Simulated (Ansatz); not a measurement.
## Pressure against volume: AlRu

```xyz
2
Lattice="2.9916 0.0000 0.0000 0.0000 2.9916 0.0000 0.0000 0.0000 2.9916" Properties=species:S:1:pos:R:3 pbc="T T T"
Al    0.0000    0.0000    0.0000
Ru    1.4958    1.4958    1.4958
```

The cell is COD entry 1527371, as deposited and not checked against the literature; nothing was relaxed.

Spin polarisation is left out, and whether a magnetic state lies lower isn't shown here.

Methods: DFT, PBE, all-electron LAPW, scalar-relativistic (Ansatz 0.2.0); DFT, PBE, PAW with Ansatz's default frozen-core files, scalar-relativistic (Ansatz 0.2.0).

For LAPW: a Γ-centred 12×12×12 k mesh, Fermi–Dirac smearing of 0.05 eV, basis error target 1 meV/atom, no spin polarisation. PAW takes a cutoff of 420 eV at this cell. The Ansatz runs share mesh, smearing and spin set-up. Plane-wave (PAW) pressures include the program's estimate of the Pulay term.

The cell above is scaled evenly, with fractional coordinates and shape held.

```json
{"V/V(cell)": "0.9600", "V (Å³/atom)": "12.851", "P, LAPW (GPa)": "11.97", "P, PAW (GPa)": "12.05"}
{"V/V(cell)": "0.9800", "V (Å³/atom)": "13.119", "P, LAPW (GPa)": "6.94", "P, PAW (GPa)": "7.01"}
{"V/V(cell)": "1.0000", "V (Å³/atom)": "13.387", "P, LAPW (GPa)": "2.43", "P, PAW (GPa)": "2.48"}
{"V/V(cell)": "1.0200", "V (Å³/atom)": "13.655", "P, LAPW (GPa)": "-1.63", "P, PAW (GPa)": "-1.59"}
{"V/V(cell)": "1.0400", "V (Å³/atom)": "13.922", "P, LAPW (GPa)": "-5.27", "P, PAW (GPa)": "-5.24"}
```

(1) What do Birch–Murnaghan fits to the pressures give?

Results:

(1) LAPW: V0 = 13.54 Å³/atom, B0 = 203 GPa, B0′ = 4.4; PAW: V0 = 13.55 Å³/atom, B0 = 204 GPa, B0′ = 4.4.
